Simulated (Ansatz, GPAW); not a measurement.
# Cutoff, mesh and smearing for 1T-MgBrI under honeycomb AlAs, AA', part 3 of 3

How do cutoff, mesh, smearing and the dipole layer change the work function of 1T-MgBrI under honeycomb AlAs, AA'? Where a layer proves gapped, the work function hangs on where the smearing puts the Fermi level, and the band edges take its place.

GPAW 26.7.0 and Ansatz 0.2.0; Ansatz plane waves; layer without images along its normal, relaxation of atoms and in-plane cell, with D3(BJ) dispersion (the session's first sound run).

So far, upper work function (eV): step 3 (plane waves, PBE) 3.83; step 6 (cutoff 700 eV) 3.83; step 9 (k mesh 14×14) 3.82.

### Step 10. Scheme Methfessel-Paxton of order 0 (Gaussian), smearing 0.1

Level of this step: GPAW, PAW setups; slab in vacuum (GPAW).

Smearing changes the occupations near the Fermi level, and with them the level itself. Smearing helps the SCF of a metal converge, but it blurs occupations at band edges near the Fermi level.

The input, run.py:

```python
import json
import numpy as np
from ase import Atoms
from gpaw import GPAW, PW

slab = Atoms(
    ['I', 'Mg', 'Br', 'As', 'Al'],
    positions=[
        [2.00898, 1.15988, 9.00000],
        [-0.00000, -0.00000, 10.72696],
        [-0.00000, 2.31977, 12.16097],
        [2.00898, 1.15988, 15.45130],
        [-0.00000, -0.00000, 15.93488]],
    cell=[[4.01795, -0.0, -0.0], [-2.00898, 3.47965, -0.0], [-0.0, -0.0, 24.9349]],
    pbc=[True, True, False])

slab.calc = GPAW(mode=PW(400), xc='PBE', kpts={'size': (9, 9, 1), 'gamma': True},
                 occupations={'name': 'methfessel-paxton', 'width': 0.1}, nbands='140%',
                 convergence={'density': 1e-05}, maxiter=200,
                 poissonsolver={'dipolelayer': 'xy'},
                 symmetry={'tolerance': 1e-3}, txt='slab.txt')
result = {}
energy = slab.get_potential_energy()
fermi = slab.calc.get_fermi_level()
v = slab.calc.get_electrostatic_potential().mean((0, 1)) - fermi
n = slab.calc.get_pseudo_density().mean((0, 1))
L = slab.cell[2, 2]
z = np.arange(len(v)) * L / len(v)
low, high = slab.positions[:, 2].min(), slab.positions[:, 2].max()
below, above = np.interp([low - 6.8, high + 6.8], z, v)
slopes = [np.interp(x, z, np.gradient(v, z)) for x in (low - 6.8, high + 6.8)]
eps = np.array([[slab.calc.get_eigenvalues(k, s) for k in range(len(slab.calc.get_ibz_k_points()))]
                for s in range(slab.calc.get_number_of_spins())]) - fermi
top, bottom = eps[eps < 0].max(), eps[eps > 0].min()
dipole = slab.get_dipole_moment()[2]
print(f'energy {energy:.4f} eV, Fermi level {fermi:.4f} eV, dipole {dipole:.5f} e A')
print(f'potential 6.8 A off the faces, from the Fermi level: lower {below:.4f} eV, upper {above:.4f} eV')
print(f'slope of the potential there: lower {slopes[0]:.5f}, upper {slopes[1]:.5f} eV/A')
print(f'nearest levels on the mesh: {top:.4f} and {bottom:.4f} eV')
print('magnetic moment', round(slab.get_magnetic_moment(), 3))
result.update(energy=energy, fermi=fermi, dipole=dipole, below=below, above=above, slopes=slopes, edges=[top, bottom],
              z=z.tolist(), v=v.tolist(), n=n.tolist(), positions=slab.positions.tolist(),
              forces=slab.get_forces(apply_constraint=False).tolist(), moments=slab.get_magnetic_moments().tolist())
json.dump(result, open('result.json', 'w'))
```

Launch:

```console
> OMP_NUM_THREADS=1 OPENBLAS_NUM_THREADS=1 python run.py
```

The log of the run:

```text
energy -16.7935 eV, Fermi level -1.3780 eV, dipole 0.05589 e A
potential 6.8 A off the faces, from the Fermi level: lower 5.0971 eV, upper 4.3741 eV
slope of the potential there: lower 0.00001, upper 0.00006 eV/A
nearest levels on the mesh: -0.4177 and 1.5175 eV
magnetic moment 0.0
```

Elapsed: 25 s, on 1 thread of Intel Xeon 6975P-C (Granite Rapids), shared host; peak memory 0.27 GiB.

This step gave:

| Property | Result |
| --- | --- |
| dipole along the normal | 0.05589 e·Å |
| levels nearest the Fermi level on the mesh | -0.4177, 1.518 eV from the Fermi level |
| upper work function | 4.374 eV |
| lower work function | 5.097 eV |
| upper ionisation energy | 4.792 eV |

The highest filled level lies 0.418 eV under the Fermi level, so the ionisation energy from the upper face is 4.374 + 0.418 = 4.792 eV, against 4.792 eV in the base run.

### Step 11. All levels side by side

Times are for 1 thread of Intel Xeon 6975P-C (Granite Rapids), shared host. Results by setting:

```tsv
no.	run	upper ionisation energy (eV)	time	memory (GiB)
1	pw	4.792	25 s	0.27
2	cutoff 700	4.792	60 s	0.45
3	k mesh 14×14	4.818	40 s	0.32
4	scheme Methfessel-Paxton of order 0 (Gaussian), smearing 0.1	4.792	25 s	0.27
```

### Step 12. Without the dipole layer

The dipole layer is taken out and the cell repeats along the normal.

run.py: that of step 10 with these lines changed.

```diff
@@ -14,8 +14,7 @@
     cell=[[4.01795, -0.0, -0.0], [-2.00898, 3.47965, -0.0], [-0.0, -0.0, 24.9349]],
-    pbc=[True, True, False])
+    pbc=[True, True, True])
 
 slab.calc = GPAW(mode=PW(400), xc='PBE', kpts={'size': (9, 9, 1), 'gamma': True},
-                 occupations={'name': 'methfessel-paxton', 'width': 0.1}, nbands='140%',
+                 occupations={'name': 'fermi-dirac', 'width': 0.05}, nbands='140%',
                  convergence={'density': 1e-05}, maxiter=200,
-                 poissonsolver={'dipolelayer': 'xy'},
                  symmetry={'tolerance': 1e-3}, txt='slab.txt')
```

The log of the run:

```text
energy -16.7947 eV, Fermi level -0.7707 eV, dipole 0.08241 e A
potential 6.8 A off the faces, from the Fermi level: lower 4.2206 eV, upper 4.0324 eV
slope of the potential there: lower 0.04273, upper 0.04278 eV/A
nearest levels on the mesh: -0.9882 and 0.9437 eV
magnetic moment 0.0
```

Elapsed: 22 s, on 1 thread; peak memory 0.27 GiB.

The run finished. A setting was moved off its sound value on purpose, so it serves as a test and not as the result.

The fault put into the input: no dipole layer on a slab with a dipole, so the vacuum potential tilts and no work function is defined (dipole = false and pbc_z = true).

Side by side:

```tsv
quantity	this run	sound run	difference
dipole along the normal (e·Å)	0.082414	0.055885	0.0265
```

One result that differs is the dipole along the normal, 0.0824 e·Å against 0.0559 e·Å.

### Step 13. Side by side

Results and costs are gathered.

This step: comparison of work functions, dipole and cost (GPAW 26.7.0).

Ladder, by row:

```tsv
step	code	work function, upper (eV)	work function, lower (eV)	dipole (e Å)	wall time (s)	peak memory (GiB)	threads
pw	GPAW	3.83	4.553	0.05588	25.45	0.27	1
ecut200	GPAW	3.814	4.535	0.05598	10.53	0.17	1
ecut300	GPAW	3.817	4.54	0.05584	21.11	0.22	1
ecut700	GPAW	3.834	4.557	0.05586	60.33	0.45	1
k3	GPAW	3.789	4.452	0.05127	10.26	0.22	1
k5	GPAW	3.84	4.555	0.05526	15.85	0.24	1
k14	GPAW	3.816	4.539	0.05592	39.64	0.32	1
smear	GPAW	4.374	5.097	0.05589	24.76	0.27	1
nodip	GPAW	-	-	0.08241	22.04	0.27	1
```

### Step 14. Outcome

- work function, upper and lower face (Fermi level placed in the gap by the smearing): 3.830 and 4.553 eV
- ionisation energy from the upper face (highest filled level on the mesh): 4.79 eV
- electron affinity from the upper face (lowest empty Kohn-Sham level on the mesh): 2.86 eV
- dipole along the normal: 0.0559 e Å

With plane waves and PBE the ionisation energy from the upper face is 4.79 eV and the Kohn-Sham electron affinity 2.86 eV. The two faces differ by 0.72 eV, the step that the slab's dipole makes (e p/(ε0 A) gives 0.72 eV), so the dipole layer is needed. The levels nearest the Fermi level on the mesh lie 1.94 eV apart, so the slab is gapped there: the smearing puts the Fermi level inside the gap, and from either face the ionisation energy is the work function plus 0.96 eV. Both are Kohn-Sham levels on the mesh, and semilocal gaps are too small, so the affinity tends to come out too large and the ionisation energy too small. Work functions of a gapped slab move with the place of the Fermi level in the gap; over the runs without a planted fault the highest filled level on the mesh lies 4.76 (k3) to 4.94 eV (k5) under the upper vacuum level. The layers' spacing was relaxed with a D3(BJ) dispersion term, which the later single points do not need. With elements this heavy, spin-orbit coupling can move band edges by tenths of an eV. The two layers were forced onto one 1×1 cell, so each is strained from its own lattice constant, in some pairs by much; the numbers describe this forced stack. The layer's cell and atoms come from the relaxation; spin-orbit coupling and temperature are left out.

[Logs are printed without paths, hosts, clocks, repeated set-up lines and the standing remarks that a program may print on its own settings, such as how far it seeks lower states.]

[Hosts, paths, dates, database ids (printed as entryN), source tags and the programs' standing remarks are cut or masked in the printed files.]
